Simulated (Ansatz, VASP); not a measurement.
Al3Cu in VASP and in Ansatz

```
Al Cu
1.0
     3.71996    0.00000    0.00000
     0.00000    3.71996    0.00000
     0.00000    0.00000    4.12472
Al Cu
3 1
Direct
  0.00000 0.50000 0.50000
  0.50000 0.00000 0.50000
  0.50000 0.50000 0.00000
  0.00000 0.00000 0.00000
```

Change from the starting cell: strain +e along x and -e along y +0.0000, strain +e along z and -e/2 along x and y +0.0700.

Alike in both runs: task single point; functional LDA; k mesh 10 × 10 × 10; occupations gaussian, width 0.15 eV; no spin polarisation.

|  | VASP | Ansatz |
| --- | --- | --- |
| version | VASP 6.6.1 | Ansatz 0.2.0 |
| potentials or method | VASP PAW LDA potentials, release 64 (Al, Cu) | scalar-relativistic, plane waves, PAW |
| plane-wave cutoff (eV) | 520 | 520 |
| valence electrons in the cell | 20 | 28 |

```csv
,VASP,Ansatz,Ansatz less VASP
gap on the k mesh at the Fermi level (eV),none,none,-
pressure (GPa),1.4,1.1,-0.24
largest component of the traceless stress (GPa),7.13,7.10,-0.035
```

A gap of «none» marks a metal or a gap that the smearing closes. The two sets of potentials don't hold the same shells in valence. Ansatz warned: «pseudo_functional_mismatch».
